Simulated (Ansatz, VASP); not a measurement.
TiB2 in VASP and in Ansatz

```
CELL_PARAMETERS angstrom
3.03283 0.00000 0.00000
-1.51641 2.62651 0.00000
0.00000 0.00000 3.22390
ATOMIC_POSITIONS crystal
Ti 0.00000 0.00000 0.00000
B 0.33333 0.66667 0.50000
B 0.66667 0.33333 0.50000
```

Alike in both runs: functional PBE; k mesh 15 × 15 × 14; occupations fermi-dirac, width 0.15 eV; no spin polarisation.

Ansatz relaxed the structure, and its values are those at the end. VASP's run is a single point on that final structure, the one shown.

```csv
,VASP,Ansatz
version,VASP 6.6.1,Ansatz 0.2.0
potentials or method,"VASP PAW PBE potentials, release 64 (Ti_sv, B)","scalar-relativistic, plane waves, PAW"
plane-wave cutoff (eV),520,420
valence electrons in the cell,18,18
```

|  | VASP | Ansatz | Ansatz less VASP |
| --- | --- | --- | --- |
| gap on the k mesh at the Fermi level (eV) | none | none | - |
| pressure (GPa) | 0.2 | 0.0 | -0.22 |

A gap of «none» marks a metal or a gap that the smearing closes. The functional is the same, so the differences come from potentials, cutoffs and numerics.
